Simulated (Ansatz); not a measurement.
# Stack of 2H-MoTe2 under arsenene, unshifted in a perpendicular field, part 2 of 5

Wanted: the out-of-plane response of the stack of 2H-MoTe2 under arsenene, unshifted. A positive field points along +c.

Ansatz 0.2.0; plane-wave DFT, PBE-D3(BJ), Ansatz PAW (the session's first sound run).

So far. Step 2 (Relaxation): The lattice constant a goes from 3.580 to 3.536 Å.

## 3. Atoms held, field 0

A sawtooth potential applies the field, turning back in the middle of the vacuum. With the dipole correction the typed value is the field outside the slab. The induced dipole is small, so the SCF threshold is tight.

The cell differs from the one that the last finished run ended in (c 40.448 → 26.074 Å).

input.yaml reads:

```yaml
crystal:
  lattice:
    - [3.5360885962, 0.0, 0.0]
    - [-1.7680442981, 3.0623425543, 0.0]
    - [0.0, 0.0, 26.0742687545]
  atoms:
    - { symbol: Te, position: [0.3333333333, 0.6666666667, 0.3451678774] }
    - { symbol: Mo, position: [0.0, 0.0, 0.4143841734] }
    - { symbol: Te, position: [0.3333333333, 0.6666666667, 0.483510423] }
    - { symbol: As, position: [0.6666666667, 0.3333333333, 0.600840229] }
    - { symbol: As, position: [0.3333333333, 0.6666666667, 0.6548321226] }
kpoints:
  mp_grid: { grid: [18, 18, 1] }
  band_path:
    path: [[0, 0, 0], [0.5, 0, 0], [0.33333333, 0.33333333, 0], [0, 0, 0]]
    npoints: 16
hamiltonian:
  xc: pbe
  dispersion: d3bj
scf:
  occupations: { method: fermi_dirac, width: 0.02585 }
  convergence: { dr2_threshold: 1.0e-10 }
efield:
  axis: 3
  dipole_correction: true
  ramp_position: 0.97
  ramp_width: 0.06
  amplitude: 0
output:
  dos: { projected: true, e_range: [-6, 5] }
  bader: true
  write_potential: true
  write_density: true
  volumetric_format: npy
  elf: true
```

The run is started by

```bash
> ansatz run input.yaml --threads 4 --pin off --max-ram 6144MiB --backend cpu --events-out ev --progress --plain --runs-dir out
```

Numbers of over 12 decimals in the logs are rounded to 6 here.

The program printed:

```text
[...]
Crystal: 5 atoms, lattice volume = 282.351 Å³
Basis set: ecut = 420 eV, 5469 PW (Γ)
Bands: 46, of which v1, the nominal top of the filled ones, is band 38 counted from 1 (37 counted from 0)
Symmetry: 6 space group operations
[...]
k-points: 37 of 324 (time reversal used)
[...]
SCF iter   1: F=—  HF=-28630.904615 eV  |F-HF|=—  |Δ(HF+E_count)|=         —  Δρ=2.80e-3  dr2=7.95e-2  ethr=1.77e-3  p=-0.015 e·Å  D=-9.67e-3 V/Å  ΔV_dip=0.25 eV  dr2_dipole=2.88e-2  V_vac-E_F(+/−)=4.40/4.15 eV  ⟨swp⟩=11.0  Hψ=7806  notcnv=0  defer=1
efield: sawtooth ramp at fractional position 0.9700 (set: `efield.ramp_position`, or a place that a band, a saddle search or an elastic batch's reference lends), width 0.0600; the density the first Hamiltonian is built on has a dipole p = -0.015 e·Å; the dipole correction subtracts the counter field D = -9.67e-3 V/Å, which shifts the + side's vacuum level by +0.25 eV against the − side's; the planar-averaged density in the ramp window peaks in size at 1.9e-5 e/Å³
[...]
SCF iter   2: F=—  HF=-28630.914288 eV  |F-HF|=—  |Δ(HF+E_count)|=   9.67e-3  Δρ=2.29e-3  dr2=1.31e-1  ethr=1.05e-4  p=0.031 e·Å  D=1.96e-2 V/Å  ΔV_dip=-0.51 eV  dr2_dipole=5.49e-2  V_vac-E_F(+/−)=4.09/4.60 eV  ⟨swp⟩=3.5  Hψ=2813  notcnv=0  defer=52
[...]
SCF iter  13: F=-28630.903413 eV  HF=-28630.903413 eV  |F-HF|=1.96e-10  |Δ(HF+E_count)|=  7.28e-12  Δρ=7.16e-8  dr2=9.07e-11  ethr=1.00e-12  p=-0.001 e·Å  D=-9.30e-4 V/Å  ΔV_dip=0.02 eV  dr2_dipole=3.33e-11  V_vac-E_F(+/−)=4.28/4.25 eV  ⟨swp⟩=1.8  Hψ=3719  notcnv=0
SCF 1 converged in 13 iterations: F = -28630.903413 eV  dr2 = 9.07e-11
[...]
NSCF: frozen V_eff on 49 k-points
efield: sawtooth ramp at fractional position 0.9700 (kept from the solve that this one continues, or follows in the run), width 0.0600; the density the first Hamiltonian is built on has a dipole p = -0.001 e·Å; the dipole correction subtracts the counter field D = -9.30e-4 V/Å, which shifts the + side's vacuum level by +0.02 eV against the − side's; the planar-averaged density in the ramp window peaks in size at 3.6e-6 e/Å³
WARN: The output density's exchange-correlation potential varies sharply where the density is thin. Do not read a vacuum level from v_tot or v_xc, or from such a field of the output density. On a cell that repeats whose density bears no net charge and no dipole along the vacuum's axis use v_es (v_loc + v_h of the components); under efield.dipole_correction with no amplitude use v_es + v_field, which holds any externa [...]
SCF converged after 13 iterations
Free energy (F): -28630.903413 eV
[...]
Internal energy: -28630.903413 eV  (E = F + TS)
E sigma→0 (E₀):  -28630.903413 eV
Fermi energy:    2.598445 eV
Dipole field:    D = -0.000936 V/Å  (p = -0.001461 e·Å, saw-weighted, corrected)
Work function:   Φ+ = 4.2761 eV   Φ− = 4.2517 eV
Levels:          The Fermi level and band energies are counted from a zero that moves with the ramp; work functions are not
[...]
--- Band table (eV; the first three rows and the last of 37) ---
  k-point 0: bands = [... 34 lower, 1.1272, 1.7055, 1.7055, 2.0706, 4.1679, 5.0199, 5.0199, 5.2121, ... 4 higher]
  k-point 1: bands = [... 34 lower, 1.1727, 1.2771, 1.6009, 2.1483, 4.4326, 4.8654, 5.0531, 5.0940, ... 4 higher]
  k-point 2: bands = [... 34 lower, 0.8750, 1.3343, 1.3347, 2.1182, 4.2717, 4.4801, 4.7021, 4.9565, ... 4 higher]
  k-point 36: bands = [... 34 lower, -0.5896, -0.5057, 0.3082, 1.9835, 3.0354, 3.3204, 3.8295, 4.4301, ... 4 higher]
--- Bader charges: 5 sites ---
  site symbol  charge [e]  shift [e]
     0     Te     -0.3021     0.0003
     1     Mo      0.6003     0.0006
     2     Te     -0.2973     0.0003
     3     As      0.0015     0.0000
     4     As     -0.0024     0.0000
  estimated error of the sums over rays = 6.1e-4 e
```

Run time: 34 s. Hardware: 4 threads of Arm Neoverse V2, shared host; peak memory 0.94 GiB.

In the SCF lines HF is the Harris–Foulkes energy and dr2 the Hartree energy of the density residual, in eV; the loop may stop once dr2 is under the threshold and the program's other checks hold. Hψ counts applications of the Hamiltonian.

Numbers from this step:

```yaml
dipole_along_the_normal: -0.001461 e·Å
gap_along_the_path: 0.8797 eV
smallest_direct_gap_along_the_path: 1.052 eV
step_between_the_vacuum_levels: 0.02441 eV
ionisation_energy_upper_face: 4.719 eV
electron_affinity_upper_face: 3.839 eV
ionisation_energy_lower_face: 4.694 eV
gap_the_smaller_of_path_and_mesh: 0.8797 eV
```

Running mean over a fixed 2.8 Å (it still follows the layers) of the planar mean; the ramp of the sawtooth is left out. Table of electron's electrostatic potential energy less the Fermi level by z:

```
z (Å)  electron's electrostatic potential energy less the Fermi level (eV)
    4                                                                 4.25
    5                                                                 4.25
    6                                                                 4.16
    7                                                                 2.84
    8                                                                0.621
    9                                                                -2.93
   10                                                                -7.20
   11                                                                -8.28
   12                                                                -6.10
   13                                                                -1.52
   14                                                               -0.418
   15                                                                -1.16
   16                                                                -3.46
   17                                                                -2.93
   18                                                                0.330
   19                                                                 3.08
   20                                                                 4.19
   21                                                                 4.27
   22                                                                 4.28
   23                                                                 4.28
```

The density of states has structure finer than the step of the table below, so its rows give means over 0.2 eV, whole bins alone (the curve runs from -6 to 2.41 eV). Peaks (eV: height): -5.06: 9.51, -3.93: 12.7, -2.22: 9.07, -1.75: 8.60, 0.75: 10.0, 1.06: 11.8, 1.42: 10.8.

Table of density of states by energy, zero at the Fermi level of the run, which the smearing sets inside the gap; means over each step:

```
energy (eV)  density of states (states/eV a cell)
       -5.8                                 0.942
       -5.6                                  1.67
       -5.4                                  2.38
       -5.2                                  5.82
       -5.0                                  5.05
       -4.8                                  3.28
       -4.6                                  1.66
       -4.4                                  1.89
       -4.2                                  2.98
       -4.0                                  5.33
       -3.8                                  3.36
       -3.6                                  4.10
       -3.4                                  4.28
       -3.2                                  4.06
       -3.0                                  4.49
       -2.8                                  4.51
       -2.6                                  3.66
       -2.4                                  3.32
       -2.2                                  6.97
       -2.0                                  5.76
       -1.8                                  5.50
       -1.6                                  3.41
       -1.4                                  2.53
       -1.2                                  4.06
       -1.0                                  4.05
       -0.8                                  2.41
       -0.6                                 0.924
       -0.4                                 0.488
       -0.2                                     0
        0.0                                     0
        0.2                                     0
        0.4                                 0.282
        0.6                                  3.28
        0.8                                  4.81
        1.0                                  5.31
        1.2                                  5.17
        1.4                                  6.79
        1.6                                  2.97
        1.8                                  3.64
        2.0                                  4.94
        2.2                                  2.14
```

Projected DOS per atom over height of the atomic layer and energy from the Fermi level. Layers: Te Mo Te As As from below.

Ten even steps from '0' (0.00 states/eV) to '9' (2.83 states/eV), each cell a mean:
```
11111
13232
26222
29112
18112
00000
00000
00000
14100
25111
24111
46322
24323
23133
34222
33322
43311
11211
11111
43443
22310
10100
```
Columns: height of the atomic layer (Å) from 9 to 17.1 (not evenly spaced); rows upwards: energy from the Fermi level (eV) from -5.96 to 2.41.

The electronic bands at the labelled points (eV, zero at the Fermi level of the run, which the smearing sets inside the gap):

```
  point  band 35  band 36  band 37  band 38  band 39  band 40  band 41  band 42
      Γ    -1.47    -0.89    -0.89    -0.53     1.57     2.42     2.42     2.61
halfway    -2.08    -1.65    -1.50    -1.13     0.61     1.14     1.52     1.88
      M    -2.81    -2.27    -1.40    -0.95     0.80     0.81     1.23     2.00
halfway    -2.94    -2.60    -2.22    -0.82     0.74     1.20     1.46     1.91
      K    -3.19    -3.10    -2.29    -0.61     0.44     0.72     1.23     1.83
halfway    -2.14    -1.74    -1.27    -1.20     0.77     1.16     1.39     2.03
      Γ    -1.47    -0.89    -0.89    -0.53     1.57     2.42     2.42     2.61
```

Valence density in the ca plane at fractional y = 0.667, with atoms of Te and As within 0.2 Å of it. It is the smooth field of the valence electrons, not physical close to the nuclei.

Ten steps, logarithmic in the rise over the least value, from '0' (0 e/Å³) to '9' (27 e/Å³), each cell a mean:
```
00000000111112111110000001111110000000000000
00000000011112111100000011111100000000000000
00000001111111111111000001111111000000000000
00000112322111112232110000111222100000000000
00000135653211123665310000012575310000000000
00001247874211125787420000014898410000000000
00000247874211124786310000013787310000000000
00000124542111112453210000112343210000000000
00000011221111111221100001111111100000000000
```
Columns run along c (16.0 Å, from fractional 0.24 to 0.85 of the cell), rows up along a (3.5 Å). Atoms in or near the plane, at fractional coordinates: Te at (0.35, 0.33), Te at (0.48, 0.33), As at (0.65, 0.33).

Electrostatic potential energy in the ca plane at fractional y = 0.667, with atoms of Te and As within 0.2 Å of it. With pseudopotentials it is smooth inside the atoms' cores, unlike the true potential.

Ten even steps from '0' (-16 eV) to '9' (25 eV), each cell a mean:
```
55555544444322234444455543233444555555555555
55555554444321234444555543223445555555555555
55555544334432344334455544334444455555555555
55555420002344432000245554443101345555555555
55554304740244420573034555431132135555555555
55554219992144412998124555430597035555555555
55554208981244411897024555430374035555555555
55555410200344430120145554442000245555555555
55555432123433343212445544443323455555555555
```
Columns run along c (16.0 Å, from fractional 0.24 to 0.85 of the cell; values clipped at the 3rd and 97th percentile), rows up along a (3.5 Å). Atoms in or near the plane, at fractional coordinates: Te at (0.35, 0.33), Te at (0.48, 0.33), As at (0.65, 0.33).

ELF in the ca plane at fractional y = 0.667, with atoms of Te and As within 0.2 Å of it. It is the smooth field of the valence electrons, not physical close to the nuclei.

Ten even steps from '0' (0.00) to '9' (0.89), each cell a mean:
```
00001233443222223443210367665432210000000000
00000012232122212322100377655321000000000000
00013455555322235655421256666555432100000000
01357876556532356556762123566667887521000000
13589863124532454213685101355546899852000000
14799850103432343011586100245234899863100000
13689851013532453001586101245325899863100000
02478875345632355435774112456667898741000000
00135776566421246656641135566666765310000000
```
Columns run along c (16.0 Å, from fractional 0.24 to 0.85 of the cell), rows up along a (3.5 Å). Atoms in or near the plane, at fractional coordinates: Te at (0.35, 0.33), Te at (0.48, 0.33), As at (0.65, 0.33).

The gap is 0.88 eV, with the valence edge 4.72 eV and the conduction edge 3.84 eV under the upper vacuum level. Spin-orbit coupling, left out in this run, matters for the bands of elements this heavy.

## 4. Single point, field 0.1 V/Å

Edit input.yaml of step 3 so:

```diff
@@ -27,6 +27,4 @@
   ramp_width: 0.06
-  amplitude: 0
+  amplitude: 0.1
 output:
-  dos: { projected: true, e_range: [-6, 5] }
-  bader: true
   write_potential: true
@@ -34,2 +32 @@
   volumetric_format: npy
-  elf: true
```

The program printed:

```text
[...]
Crystal: 5 atoms, lattice volume = 282.351 Å³
Basis set: ecut = 420 eV, 5469 PW (Γ)
Bands: 46, of which v1, the nominal top of the filled ones, is band 38 counted from 1 (37 counted from 0)
Symmetry: 6 space group operations
[...]
k-points: 37 of 324 (time reversal used)
[...]
k-point 0: bands = [... 34 lower, 1.1086, 1.7291, 1.7291, 2.0804, 4.1914, 5.0039, 5.0039, 5.2244, ... 4 higher]
  k-point 1: bands = [... 34 lower, 1.1854, 1.2626, 1.6244, 2.1563, 4.4552, 4.8446, 5.0374, 5.0776, ... 4 higher]
  k-point 2: bands = [... 34 lower, 0.8531, 1.3045, 1.3577, 2.1236, 4.2818, 4.4500, 4.7024, 4.9374, ... 4 higher]
  k-point 36: bands = [... 34 lower, -0.5714, -0.5025, 0.2945, 1.9618, 3.0193, 3.3395, 3.8089, 4.4101, ... 4 higher]
[key lines of the parts left out:]
SCF converged after 16 iterations
Free energy (F): -28630.906349 eV
Fermi energy:    2.601478 eV
Dipole field:    D = 0.038567 V/Å  (p = 0.060179 e·Å, saw-weighted, corrected)
```

Wall time 27 s (4 threads); peak memory 0.91 GiB; 1.8 min of CPU time.

The dipole is 0.0602 e·Å, 0.0616 e·Å from its value without field, and the gap 0.856 eV.

## 5. Single point, field -0.1 V/Å

Edit input.yaml of step 4 so:

```diff
@@ -27,3 +27,3 @@
   ramp_width: 0.06
-  amplitude: 0.1
+  amplitude: -0.1
 output:
```

The program printed:

```text
[...]
Crystal: 5 atoms, lattice volume = 282.351 Å³
Basis set: ecut = 420 eV, 5469 PW (Γ)
Bands: 46, of which v1, the nominal top of the filled ones, is band 38 counted from 1 (37 counted from 0)
Symmetry: 6 space group operations
[...]
k-points: 37 of 324 (time reversal used)
[...]
k-point 0: bands = [... 34 lower, 1.1445, 1.6808, 1.6808, 2.0605, 4.1430, 5.0320, 5.0320, 5.1984, ... 4 higher]
  k-point 1: bands = [... 34 lower, 1.1523, 1.2975, 1.5762, 2.1397, 4.4078, 4.8840, 5.0657, 5.0972, ... 4 higher]
  k-point 2: bands = [... 34 lower, 0.8958, 1.3098, 1.3638, 2.1122, 4.2581, 4.5085, 4.7026, 4.9740, ... 4 higher]
  k-point 36: bands = [... 34 lower, -0.6088, -0.5096, 0.3220, 2.0042, 3.0485, 3.3021, 3.8489, 4.4488, ... 4 higher]
[key lines of the parts left out:]
SCF converged after 16 iterations
Free energy (F): -28630.906640 eV
Fermi energy:    2.590701 eV
Dipole field:    D = -0.040440 V/Å  (p = -0.063102 e·Å, saw-weighted, corrected)
```

It took 27 s on 4 threads; peak memory 0.9 GiB.

The dipole is -0.0631 e·Å, -0.0616 e·Å from its value without field, and the gap 0.875 eV.

## 6. Single point, field 0.5 V/Å

Edit input.yaml of step 5 so:

```diff
@@ -27,3 +27,3 @@
   ramp_width: 0.06
-  amplitude: -0.1
+  amplitude: 0.5
 output:
```

The program printed:

```text
[...]
Crystal: 5 atoms, lattice volume = 282.351 Å³
Basis set: ecut = 420 eV, 5469 PW (Γ)
Bands: 46, of which v1, the nominal top of the filled ones, is band 38 counted from 1 (37 counted from 0)
Symmetry: 6 space group operations
[...]
k-points: 37 of 324 (time reversal used)
[...]
k-point 0: bands = [... 34 lower, 1.0215, 1.8110, 1.8110, 2.1146, 4.2707, 4.7634, 4.9156, 4.9156, ... 4 higher]
  k-point 1: bands = [... 34 lower, 1.1099, 1.3098, 1.7062, 2.1823, 4.5212, 4.7107, 4.8426, 4.9519, ... 4 higher]
  k-point 2: bands = [... 34 lower, 0.8066, 1.1741, 1.4391, 2.1389, 4.2834, 4.3108, 4.7116, 4.8452, ... 4 higher]
  k-point 36: bands = [... 34 lower, -0.5095, -0.5015, 0.2407, 1.8643, 2.9341, 3.4136, 3.7148, 4.3178, ... 4 higher]
[key lines of the parts left out:]
SCF converged after 14 iterations
Free energy (F): -28630.979772 eV
Fermi energy:    2.576495 eV
Dipole field:    D = 0.196815 V/Å  (p = 0.307105 e·Å, saw-weighted, corrected)
```

Wall time 27 s (4 threads); peak memory 0.91 GiB; 1.8 min of CPU time.

The dipole is 0.307 e·Å, 0.309 e·Å from its value without field, and the gap 0.749 eV.

## 7. Single point, field -0.3 V/Å

Edit input.yaml of step 6 so:

```diff
@@ -27,4 +27,6 @@
   ramp_width: 0.06
-  amplitude: 0.5
+  amplitude: -0.3
 output:
+  dos: { projected: true, e_range: [-6, 5] }
+  bader: true
   write_potential: true
@@ -32 +34,2 @@
   volumetric_format: npy
+  elf: true
```

The program printed:

```text
[...]
Crystal: 5 atoms, lattice volume = 282.351 Å³
Basis set: ecut = 420 eV, 5469 PW (Γ)
Bands: 46, of which v1, the nominal top of the filled ones, is band 38 counted from 1 (37 counted from 0)
Symmetry: 6 space group operations
[...]
k-points: 37 of 324 (time reversal used)
[...]
k-point 36: bands = [... 34 lower, -0.6502, -0.5194, 0.3489, 2.0420, 3.0618, 3.2713, 3.8837, 4.4820, ... 4 higher]
--- Bader charges: 5 sites ---
  site symbol  charge [e]  shift [e]
     0     Te     -0.2836     0.0003
     1     Mo      0.6002     0.0006
     2     Te     -0.3046     0.0003
     3     As      0.0125     0.0000
     4     As     -0.0245     0.0000
  estimated error of the sums over rays = 5.5e-4 e
[key lines of the parts left out:]
SCF converged after 16 iterations
Free energy (F): -28630.931600 eV
Fermi energy:    2.566487 eV
Dipole field:    D = -0.119546 V/Å  (p = -0.186537 e·Å, saw-weighted, corrected)
```

Elapsed: 36 s, on 4 threads; peak memory 0.92 GiB.

The dipole is -0.187 e·Å, -0.185 e·Å from its value without field, and the gap 0.857 eV.

(Part 2 of 5 ends here.)

[Logs are printed without paths, hosts, clocks, repeated set-up lines and the standing remarks that a program may print on its own settings, such as how far it seeks lower states.]

[Hosts, paths, dates, database ids (printed as entryN), source tags and the programs' standing remarks are cut or masked in the printed files.]

[Maps of the electrostatic potential energy from Ansatz leave out the sawtooth potential of an applied field or a dipole correction, so their vacuum need not be flat; planar profiles and work functions include it.]

[The density of states shown here was stored with 400 of the rows of the run's finer table, so its peaks can read low, often by over a quarter, or be missed, and its means over a window can be off by a tenth or more.]
